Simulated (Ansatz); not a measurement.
The system is B.

```
B
1.0
     1.88524    0.00000    0.00000
     0.00000    1.88524    0.00000
     0.00000    0.00000    1.88524
B
1
Direct
  0.50000 0.50000 0.50000
```

The cell was built by a generator and needn't be a form met in nature.

* Program: Ansatz 0.2.0
* Task: relaxation of cell and atoms
* Functional: HF
* Potentials or basis: Ansatz PAW
* Cutoff: 420 eV (not typed: the program's choice for these potentials)
* k mesh: 7 × 7 × 7
* Occupations: fermi-dirac, width 0.05 eV
* Spin: no spin polarisation

At the start: volume 6.70 Å³/atom.

**Question.** How do energy, volume and symmetry change on relaxing?

**Answer.** It ends after 5 steps and the volume is 6.91 Å³/atom (+3.1 %); space group Pm-3m (No. 221, to 0.05 Å).

Step by step:
| step | energy change (eV) | largest force (eV/Å) | volume (Å³) |
| --- | --- | --- | --- |
| 1 | 0.0000 | 0.0000 | 6.70 |
| 2 | -0.0036 | 0.0000 | 6.82 |
| 3 | -0.0044 | 0.0000 | 6.90 |
| 4 | -0.0044 | 0.0000 | 6.91 |
| 5 | -0.0046 | 0.0000 | 6.91 |

Final structure:
```cif
data_structure
_symmetry_space_group_name_H-M 'P 1'
_symmetry_Int_Tables_number 1
_cell_length_a 1.9043
_cell_length_b 1.9043
_cell_length_c 1.9043
_cell_angle_alpha 90.000
_cell_angle_beta 90.000
_cell_angle_gamma 90.000
_cell_volume 6.91
loop_
_atom_site_label
_atom_site_type_symbol
_atom_site_fract_x
_atom_site_fract_y
_atom_site_fract_z
_atom_site_occupancy
B1 B 0.50000 0.50000 0.50000 1
```

Caveat: the k mesh is coarse (spacing up to 0.48 Å⁻¹), so the values aren't converged, least of all with exact exchange; the plane-wave basis is chosen anew once the cell has moved, so the energies of steps on either side of that aren't comparable; the PAW data sets come from PBE, with cores solved anew for the run's functional, which leaves a small shift of forces and pressure.
